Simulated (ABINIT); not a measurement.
Input of an ABINIT 10.8.3 (patched build) run:

File run.abi:

```
pp_dirpath "./"
pseudos "Pt.upf, Te.upf"

acell 7.0430703122 7.0430703122 7.0430703122 Angstrom
rprim
     0.2813497578     0.1624373584     0.9457570610
    -0.2813497578     0.1624373584     0.9457570610
     0.0000000000    -0.3248747168     0.9457570610
ntypat 2
znucl 78 52
natom 4
typat 1 1 2 2
xred
     0.1296666667     0.1296666667     0.1296666667
     0.8703333333     0.8703333333     0.8703333333
     0.4020000000     0.4020000000     0.4020000000
     0.5980000000     0.5980000000     0.5980000000

ecut 42.0

kptopt 1
ngkpt 6 6 6
nshiftk 1
shiftk 0.0 0.0 0.0

ixc -116133

nband 41
occopt 3
tsmear 0.00183747

nstep 100
tolvrs 1.0e-10

iomode 3
prtwf 0
prteig 0
prtebands 0
prtvol 2
prtden 1
prtvha 1
prtvclmb 1
prtpot 1
prtelf 1
```

Potentials or basis: PseudoDojo NC SR PBEsol v0.4.1 standard.

Launch:

```sh
$ mpirun --bind-to none -np 4 abinit run.abi > log 2>&1
```

Question: What does it give for the largest force?

Answer: 0.322 eV/Å.

Question: What does it give for the pressure?

Answer: 0.2 GPa.

Question: Predict the band gap on the k mesh.

Answer: None (metal or under the smearing width).

Stress tensor (GPa, compression positive):
```
 0.39  0.00  0.00
 0.00  0.39  0.00
 0.00  0.00 -0.25
```

The run has no spin-orbit coupling, so splittings on Pt, Te are missing.
